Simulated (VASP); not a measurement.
Crystal: As.

```xyz
2
Lattice="-2.7037 0.0000 -2.7037 0.0000 -2.7037 -2.7037 -2.7037 -2.7037 0.0000" Properties=species:S:1:pos:R:3 pbc="T T T"
As   -1.4417   -1.3087   -1.3613
As   -3.9656   -4.0987   -4.0461
```

This isn't the form of As at room conditions, which is rhombohedral.

The cell isn't the ideal one: all atoms moved at random, sigma 0.1 Å a component.

* Program: VASP 6.6.1
* Task: relaxation of cell and atoms
* Functional: PBE
* Potentials or basis: VASP PAW PBE potentials, release 64 (As)
* Cutoff: 600 eV
* k mesh: 9 × 9 × 9
* Occupations: gaussian, width 0.05 eV
* Spin: no spin polarisation

At the start: pressure 4.6 GPa; volume 19.76 Å³/atom.

Q: How do energy, volume and symmetry change on relaxing?

A: Over 28 steps the energy falls by 83.9 meV/atom and the volume is 22.71 Å³/atom (+14.9 %); space group R-3m (No. 166, to 0.05 Å).

The path:
```csv
step,energy change (eV),largest force (eV/Å),pressure (GPa),volume (Å³)
1,0.0000,0.4320,4.60,39.53
2,-0.0568,0.6158,-1.43,42.86
3,-0.0568,0.6150,-1.44,42.85
4,-0.1012,0.3775,-0.90,43.25
5,-0.1217,0.2028,-0.05,43.63
6,-0.1223,0.2560,0.19,43.72
7,-0.1333,0.1115,0.18,44.08
8,-0.1341,0.0849,0.23,44.23
9,-0.1433,0.1020,-0.22,44.78
10,-0.1436,0.1159,-0.30,44.88
11,-0.1457,0.1203,0.43,44.61
12,-0.1458,0.1302,0.52,44.58
13,-0.1473,0.1329,0.51,44.64
14,-0.1510,0.1604,0.54,44.81
15,-0.1542,0.2660,0.84,45.13
16,-0.1564,0.2310,0.54,45.35
17,-0.1595,0.1457,-0.22,46.03
18,-0.1610,0.1224,-0.22,45.99
19,-0.1634,0.1017,-0.19,45.86
20,-0.1634,0.1087,-0.19,45.83
21,-0.1647,0.0867,-0.04,45.69
22,-0.1658,0.0461,0.25,45.43
23,-0.1667,0.0313,0.03,45.53
24,-0.1672,0.0266,-0.36,45.73
25,-0.1676,0.0287,-0.14,45.58
26,-0.1676,0.0318,-0.13,45.57
27,-0.1677,0.0206,-0.04,45.48
28,-0.1678,0.0124,0.03,45.41
```

Final structure:
```
CELL_PARAMETERS angstrom
-2.97536 0.28713 -2.99575
0.00370 -2.69818 -2.68477
-2.69622 -2.69083 0.00201
ATOMIC_POSITIONS crystal
As 0.32090 0.22665 0.22613
As 0.67910 0.77335 0.77387
```
